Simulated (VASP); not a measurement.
# Fe (Fmmm) in VASP: further runs

The runs below take Fe through single point, with PBEsol.

All numbers are computed with VASP 6.6.1; they aren't measurements. Logs are shortened: lines on timing, memory, paths and dates and some standing lists are left out, and cuts for length are marked.

## Step 1: Starting point

The structure is orthorhombic, space group Fmmm (No. 69). Conventional cell: a = 2.997 Å, b = 3.883 Å, c = 3.930 Å, α = 90.00°, β = 90.00°, γ = 90.00°. Fe (site symmetry mmm) has 12 Fe at 2.45 to 2.76 Å as nearest neighbours.

## Step 2: Single point, PBEsol, collinear spin, ferromagnetic start

Contents of INCAR:

```
  PREC = Accurate
  ENCUT = 450
  EDIFF = 1E-6
  ISMEAR = -5
  SIGMA = 0.1
  LREAL = False
  LASPH = True
  NELM = 100
  ALGO = Normal
  ISIF = 2
  LWAVE = False
  LCHARG = False
  ISPIN = 2
  MAGMOM = 3
  LORBIT = 11
  LMAXMIX = 4
  GGA = PS
  NBANDS = 14
  ADDGRID = False
```

Contents of KPOINTS:

```
Automatic mesh
0
Gamma
  9 9 9
```

Contents of POSCAR:

```
Fe
1.0
    0.0000000000      1.9417396906      1.9651051623
    1.4984397099      0.0000000000      1.9651051623
    1.4984397099      1.9417396906      0.0000000000
Fe
1
Direct
    0.0000000000      0.0000000000      0.0000000000
```

Potentials or basis: VASP PAW PBE potentials, release 64 (Fe).

The run is started by

```bash
$ cat potpaw_PBE.64/Fe/POTCAR > POTCAR
$ mpirun -np 1 vasp_std > vasp.out
```

OUTCAR:

```text
PREC = Accurate
   ENCUT = 450
   EDIFF = 1E-6
   ISMEAR = -5
   LREAL = False
   LASPH = True
   NELM = 100
   ISIF = 2
   ISPIN = 2
   LORBIT = 11
   GGA = PS

 Found    125 irreducible k-points:

 Following reciprocal coordinates:
            Coordinates               Weight
  0.000000  0.000000  0.000000      1.000000
  0.111111  0.000000 -0.000000      8.000000
  0.222222  0.000000  0.000000      8.000000
  0.333333  0.000000  0.000000      8.000000
  0.444444  0.000000  0.000000      8.000000
  0.111111  0.111111  0.000000      2.000000
   k-points           NKPTS =    125   k-points in BZ     NKDIM =    125   number of bands    NBANDS=     14
   number of dos      NEDOS =    301   number of ions     NIONS =      1
   total plane-waves  NPLWV =   6480
   dimension x,y,z NGX =    20 NGY =   18 NGZ =   18
   dimension x,y,z NGXF=    40 NGYF=   36 NGZF=   36
   ions per type =               1
   NGX,Y,Z   is equivalent  to a cutoff of  12.04, 12.11, 12.20 a.u.
   NGXF,Y,Z  is equivalent  to a cutoff of  24.07, 24.22, 24.40 a.u.
 SYSTEM =  unknown system
   PREC   = accura    normal or accurate (medium, high low for compatibility)
   ISTART =      0    job   : 0-new  1-cont  2-samecut
   ICHARG =      2    charge: 1-file 2-atom 10-const
   ISPIN  =      2    spin polarized calculation?
   LNONCOLLINEAR =      F non collinear calculations
   LSORBIT =      F    spin-orbit coupling
   LASPH  =      T    aspherical Exc in radial PAW
   ENCUT  =  450.0 eV  33.07 Ry    5.75 a.u.   4.78  4.27  4.24*2*pi/ulx,y,z
   NELM   =    100;   NELMIN=  2; NELMDL= -5     # of ELM steps
   EDIFF  = 0.1E-05   stopping-criterion for ELM
   LREAL  =      F    real-space projection
   EDIFFG = 0.1E-04   stopping-criterion for IOM
   NSW    =      0    number of steps for IOM
   IBRION =     -1    ionic relax: 0-MD 1-quasi-New 2-CG
   NFREE  =      0    steps in history (QN), initial steepest desc. (CG)
   ISIF   =      2    stress and relaxation
   ISYM   =      2    0-nonsym 1-usesym 2-fastsym
   POTIM  = 0.5000    time-step for ionic-motion
   TEBEG  =    0.0;   TEEND  =   0.0 temperature during run
   PSTRESS=    0.0 pullay stress
   NELECT =       8.0000    total number of electrons
   NUPDOWN=      -1.0000    fix difference up-down
   EMIN   =  10.00;   EMAX   =-10.00  energy-range for DOS
   EFERMI =   0.00;   METHOD = LEGACY
   ISMEAR =    -5;   SIGMA  =   0.10  broadening in eV -4-tet -1-fermi 0-gaus
   EFERMI_NEDOS =   21; number of points for ismear=-14 and -15
   IALGO  =     38    algorithm
   IMIX   =      4    mixing-type and parameters
     AMIX     =   0.40;   BMIX     =  1.00
     AMIX_MAG =   1.60;   BMIX_MAG =  1.00
  volume/ion in A,a.u.               =      11.44        77.17
  Fermi-wavevector in a.u.,A,eV,Ry     =   1.453303  2.746344 28.736719  2.112089
  Thomas-Fermi vector in A             =   2.570585
   LORBIT       =     11    0 simple, 1 ext, 2 COOP (PROOUT), +10 PAW based schemes
   GGA     = PS    functional components
   LHFCALC =     F    Hartree Fock is set to
   AEXX    =    0.0000 exact exchange contribution
   IVDW    =     0    specifies the selected vdW correction
   LEPSILON=     F    determine dielectric tensor
   LRPA    =     F    only Hartree local field effects (RPA)
 spin polarized calculation
 Fermi weights with tetrahedron method with Bloechl corrections
  energy-cutoff  :      450.00
  volume of cell :       11.44
 maximum number of plane-waves:       261
   NGX =  9   NGY =  9   NGZ =  9

 number of electron       7.9999998 magnetization       2.2029349

 Free energy of the ion-electron system (eV)
  ---------------------------------------------------
  ext. energy  EPLUGINS =         0.00000000
  ---------------------------------------------------
  free energy    TOTEN  =        -8.87916917 eV

  energy without entropy =       -8.87916917  energy(sigma->0) =       -8.87916917

 E-fermi :   5.5774     XC(G=0): -13.2412

 val. band max:        5.7430942928   @ k =   0.4444   0.0000   0.0000
 cond. band min:       5.5085300911   @ k =   0.4444   0.1111   0.1111
 fundamental gap:     -0.2345642017
 Fermi energy:         5.5773774218

 spin component 1

 k-point     1 :       0.0000    0.0000    0.0000
  band No.  band energies     occupation
      1      -2.8782      1.00000
      2       3.1402      1.00000
      3       3.2287      1.00000
      4       3.5571      1.00000
      5       4.2995      1.00000
      6       4.6944      1.00000
      7      29.3932      0.00000
      8      30.8692      0.00000
      9      31.1304      0.00000
     10      35.0660      0.00000
     11      36.1295      0.00000
     12      36.3771      0.00000
     13      36.8742      0.00000
     14      36.9654      0.00000

 k-point     2 :       0.1111    0.0000   -0.0000
  band No.  band energies     occupation
      1      -2.3877      1.00000
      2       3.1478      1.00000
      3       3.2194      1.00000
      4       3.6839      1.00000
      5       4.2315      1.00000
      6       4.6449      1.00000
      7      27.1744      0.00000
      8      29.6142      0.00000
      9      30.6243      0.00000
     10      33.7737      0.00000
     11      34.6200      0.00000
     12      35.0510      0.00000
     13      36.9577      0.00000
     14      39.2019      0.00000

 k-point     3 :       0.2222    0.0000    0.0000
  band No.  band energies     occupation
      1      -1.0649      1.00000
      2       2.9499      1.00000
      3       3.0850      1.00000
      4       4.1938      1.00000
      5       4.3183      1.00000
      6       4.6082      1.00000
      7      22.1396      0.00000
      8      27.6375      0.00000
      9      29.8569      0.00000
     10      31.5089      0.00000
     11      33.1647      0.00000
     12      35.1220      0.00000
     13      38.8088      0.00000
     14      42.4181      0.00000

 k-point     4 :       0.3333    0.0000    0.0000
  band No.  band energies     occupation
      1       0.3151      1.00000
      2       2.6341      1.00000
      3       3.5251      1.00000
      4       4.2769      1.00000
      5       4.7001      1.00699
      6       5.1776      0.79004
      7      17.1466      0.00000
      8      25.6992      0.00000
      9      28.2421      0.00000
     10      29.9110      0.00000
     11      32.9621      0.00000
     12      37.1333      0.00000
     13      39.8071      0.00000
     14      47.0686      0.00000

 k-point     5 :       0.4444    0.0000    0.0000
  band No.  band energies     occupation
      1       0.6807      1.00000
      2       2.4305      1.00000
      3       4.2295      1.00000
      4       4.8089      1.00000
      5       5.3971      0.97740
      6       5.8043      0.02109
      7      13.2947      0.00000
      8      24.5953      0.00000
      9      26.7597      0.00000
     10      29.5830      0.00000
     11      33.1218      0.00000
     12      37.9034      0.00000
     13      41.8997      0.00000
     14      46.3518      0.00000

 k-point     6 :       0.1111    0.1111    0.0000
  band No.  band energies     occupation
      1      -2.3545      1.00000
      2       2.9790      1.00000
      3       3.4849      1.00000
      4       3.5010      1.00000
      5       4.3588      1.00000
      6       4.6093      1.00000
      7      28.2593      0.00000
      8      29.0693      0.00000
      9      29.5345      0.00000
     10      32.5895      0.00000
     11      34.9165      0.00000
     12      35.5354      0.00000
     13      38.3557      0.00000
     14      38.5669      0.00000

 [... further k-points ...]

 spin component 2

 k-point     1 :       0.0000    0.0000    0.0000
  band No.  band energies     occupation
      1      -2.6278      1.00000
      2       5.0035      1.00000
      3       5.1527      1.00000
      4       5.6453      0.00339
      5       6.8327      0.00000
      6       7.4310      0.00000
      7      29.2630      0.00000
      8      30.7962      0.00000
      9      31.0871      0.00000
     10      35.4826      0.00000
     11      36.2686      0.00000
     12      37.3583      0.00000
     13      37.5968      0.00000
     14      37.6773      0.00000

 k-point     2 :       0.1111    0.0000   -0.0000
  band No.  band energies     occupation
      1      -2.1338      1.00000
      2       5.0065      1.00000
      3       5.1437      1.00000
      4       5.7575     -0.00866
      5       6.7379      0.00000
      6       7.3679      0.00000
      7      27.4577      0.00000
      8      29.6189      0.00000
      9      30.7403      0.00000
     10      34.3212      0.00000
     11      35.2817      0.00000
     12      35.7086      0.00000
     13      37.3125      0.00000
     14      39.8956      0.00000

 k-point     3 :       0.2222    0.0000    0.0000
  band No.  band energies     occupation
      1      -0.7665      1.00000
      2       4.8255      1.00000
      3       4.8915      1.00000
      4       6.4141     -0.00023
      5       6.6373      0.00000
      6       7.3059      0.00000
      7      22.8000      0.00000
      8      27.7590      0.00000
      9      30.2831      0.00000
     10      32.2069      0.00000
     11      33.7695      0.00000
     12      35.4823      0.00000
     13      39.1750      0.00000
     14      42.9024      0.00000

 k-point     4 :       0.3333    0.0000    0.0000
  band No.  band energies     occupation
      1       0.9607      1.00000
      2       4.4846      1.00000
      3       4.8370      1.00177
      4       6.6933      0.00000
      5       7.3494      0.00000
      6       7.3720      0.00000
      7      18.0822      0.00000
      8      25.8240      0.00000
      9      28.9304      0.00000
     10      30.4336      0.00000
     11      33.6198      0.00000
     12      37.5454      0.00000
     13      40.0378      0.00000
     14      47.4683      0.00000

 k-point     5 :       0.4444    0.0000    0.0000
  band No.  band energies     occupation
      1       1.8858      1.00000
      2       4.2493      1.00000
      3       5.7431      0.78337
      4       6.7350      0.00000
      5       7.4663      0.00000
      6       8.0712      0.00000
      7      14.5895      0.00000
      8      24.6931      0.00000
      9      27.3752      0.00000
     10      30.1827      0.00000
     11      33.8503      0.00000
     12      38.1532      0.00000
     13      42.2069      0.00000
     14      47.1552      0.00000

 k-point     6 :       0.1111    0.1111    0.0000
  band No.  band energies     occupation
      1      -2.1001      1.00000
      2       4.8107      1.00000
      3       5.4489      1.00000
      4       5.5467      0.05693
      5       6.9001      0.00000
      6       7.3097      0.00000
      7      28.4423      0.00000
      8      29.1146      0.00000
      9      29.7339      0.00000
     10      33.4372      0.00000
     11      35.7644      0.00000
     12      35.7787      0.00000
     13      38.7569      0.00000
     14      38.9252      0.00000

 [... further k-points ...]

------------------------ aborting loop because EDIFF is reached ----------------------------------------

  FORCE on cell =-STRESS in cart. coord.  units (eV):
  Direction    XX          YY          ZZ          XY          YZ          ZX
  --------------------------------------------------------------------------------------
  -------------------------------------------------------------------------------------
  Total       -1.0699379     -0.4913738     -0.5897482     -0.0000000      0.0000000      0.0000000
  in kB     -149.9073973    -68.8456489    -82.6287432     -0.0000000      0.0000000      0.0000000
  external PRESSURE =    -100.4605965 kB  Pullay stress =       0.0000000 kB

 VOLUME and BASIS-vectors are now :
 -----------------------------------------------------------------------------
  energy-cutoff  :      450.00
  volume of cell :       11.44
      direct lattice vectors                 reciprocal lattice vectors
     0.000000000  1.941739691  1.965105162    -0.333680426  0.257501045  0.254439309
     1.498439710  0.000000000  1.965105162     0.333680426 -0.257501045  0.254439309
     1.498439710  1.941739691  0.000000000     0.333680426  0.257501045 -0.254439309

 POSITION                                       TOTAL-FORCE (eV/Angst)
 -----------------------------------------------------------------------------------
      0.00000      0.00000      0.00000         0.000000      0.000000     -0.000000
 -----------------------------------------------------------------------------------
    total drift:                                0.000000     -0.000000      0.000000

  FREE ENERGIE OF THE ION-ELECTRON SYSTEM (eV)
  ---------------------------------------------------
  free  energy   TOTEN  =        -8.8791691670 eV

  energy  without entropy=       -8.8791691670  energy(sigma->0) =       -8.87916917

 total charge

# of ion       s       p       d       tot
------------------------------------------
    1        0.487   0.542   6.229   7.258

 magnetization (x)

# of ion       s       p       d       tot
------------------------------------------
    1       -0.015  -0.053   2.263   2.195
```

Wall time 15 s (1 thread of Intel Xeon 6975P-C (Granite Rapids), shared host); peak memory 0.14 GiB.

The run converged, but some of its settings lie outside the range that counts as converged, so its numbers aren't taken as properties of the crystal.

Results:

```
Free energy                                           : -8.8792 eV
Pressure                                              : -10.0 GPa
Band gap on the k mesh                                : none (metal or under the smearing width)
Net moment                                            : 2.20 μB per cell
Site moments                                          : Fe +2.19 μB
Valence electrons inside the program's atomic spheres : Fe 7.26
```

Caveat: the PAW data sets were made with another functional, which shifts forces and pressure a little; tetrahedron occupations give inexact forces and stress in metals.

## Step 3: Single point, PBEsol, collinear spin, ferromagnetic start

Edit INCAR of step 2 so:

```diff
@@ -3,3 +3,3 @@
   EDIFF = 1E-6
-  ISMEAR = -5
+  ISMEAR = 0
   SIGMA = 0.1
```

KPOINTS is that of step 2.

POSCAR is that of step 2.

Potentials or basis: VASP PAW PBE potentials, release 64 (Fe).

The run is started by

```bash
$ cat potpaw_PBE.64/Fe/POTCAR > POTCAR
$ mpirun -np 1 vasp_std > vasp.out
```

Run time: 16 s. Hardware: 1 thread of Intel Xeon 6975P-C (Granite Rapids), shared host; peak memory 0.14 GiB.

The run converged, but some of its settings lie outside the range that counts as converged, so its numbers aren't taken as properties of the crystal.

What came out:

```
Free energy                                           : -8.8842 eV
Pressure                                              : -11.0 GPa
Band gap on the k mesh                                : none (metal or under the smearing width)
Net moment                                            : 2.18 μB per cell
Site moments                                          : Fe +2.17 μB
Valence electrons inside the program's atomic spheres : Fe 7.26
```

Caveat: the PAW data sets were made with another functional, which shifts forces and pressure a little.

## Step 4: Single point, PBEsol, collinear spin, ferromagnetic start

Edit INCAR of step 3 so:

```diff
@@ -3,3 +3,3 @@
   EDIFF = 1E-6
-  ISMEAR = 0
+  ISMEAR = -1
   SIGMA = 0.1
```

KPOINTS is that of step 3.

POSCAR is that of step 3.

The run is started by

```bash
$ cat potpaw_PBE.64/Fe/POTCAR > POTCAR
$ mpirun -np 1 vasp_std > vasp.out
```

Run time: 17 s. Hardware: 1 thread of Intel Xeon 6975P-C (Granite Rapids), shared host; peak memory 0.14 GiB.

The run converged, but some of its settings lie outside the range that counts as converged, so its numbers aren't taken as properties of the crystal.

What came out:

```yaml
Free_energy: -8.8983 eV
Pressure: -10.5 GPa
Band_gap_on_the_k_mesh: none (metal or under the smearing width)
Net_moment: 2.19 μB per cell
Site_moments: Fe +2.18 μB
Valence_electrons_inside_the_program's_atomic_spheres: Fe 7.26
```

Caveat: the PAW data sets were made with another functional, which shifts forces and pressure a little.

## Step 5: Single point, PBEsol, collinear spin, ferromagnetic start

Edit INCAR of step 4 so:

```diff
@@ -1,5 +1,5 @@
   PREC = Accurate
-  ENCUT = 450
+  ENCUT = 550
   EDIFF = 1E-6
-  ISMEAR = -1
+  ISMEAR = 1
   SIGMA = 0.1
```

KPOINTS is that of step 4.

POSCAR is that of step 4.

The run is started by

```bash
$ cat potpaw_PBE.64/Fe/POTCAR > POTCAR
$ mpirun -np 1 vasp_std > vasp.out
```

It took 16 s on 1 thread of Intel Xeon 6975P-C (Granite Rapids), shared host; peak memory 0.16 GiB.

These settings aren't checked as converged: the numbers below hold their error.

Results:

- Free energy: -8.8817 eV
- Pressure: -11.3 GPa
- Band gap on the k mesh: none (metal or under the smearing width)
- Net moment: 2.18 μB per cell
- Site moments: Fe +2.17 μB
- Valence electrons inside the program's atomic spheres: Fe 7.26

Caveat: the PAW data sets were made with another functional, which shifts forces and pressure a little.

(Continued in part 2 of 2.)
